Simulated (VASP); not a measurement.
A run of VASP 6.6.1:

Contents of INCAR:

```
ALGO = Normal ; EDIFF = 1E-6
ENCUT = 520 ; GGA = PE
ISIF = 2 ; ISMEAR = 0
LASPH = T ; LCHARG = F
LREAL = F ; LWAVE = F
NBANDS = 36 ; NELM = 60
PREC = Accurate ; SIGMA = 0.1
```

KPOINTS

```
k-points
0
Gamma
  8 8 8
```

The input POSCAR:

```
Zr3B5
1.0
    4.8021625722      0.0000000000      0.0000000000
    0.0000000000      4.8021625722      0.0000000000
    0.0000000000      0.0000000000      4.8021625722
Zr B
3 5
Direct
    0.5000000000      0.0000000000      0.0000000000
    0.0000000000      0.5000000000      0.0000000000
    0.0000000000      0.0000000000      0.5000000000
    0.0000000000      0.5000000000      0.5000000000
    0.5000000000      0.0000000000      0.5000000000
    0.5000000000      0.5000000000      0.0000000000
    0.5000000000      0.5000000000      0.5000000000
    0.0000000000      0.0000000000      0.0000000000
```

Potentials or basis: VASP PAW PBE potentials, release 64 (Zr_sv, B).

Run with:

```sh
$ cat potpaw_PBE.64/Zr_sv/POTCAR potpaw_PBE.64/B/POTCAR > POTCAR
$ mpirun -np 1 vasp_std > vasp.out
```

Hardware: 1 thread of Intel(R) Xeon(R) 6975P-C (Granite Rapids) (shared host).

Estimate the wall time of this run.

Wall time 57 s on 1 thread of Intel(R) Xeon(R) 6975P-C (Granite Rapids), with other jobs on the host, peak memory 0.26 GiB. Counts: scf iterations 15, k points 35.
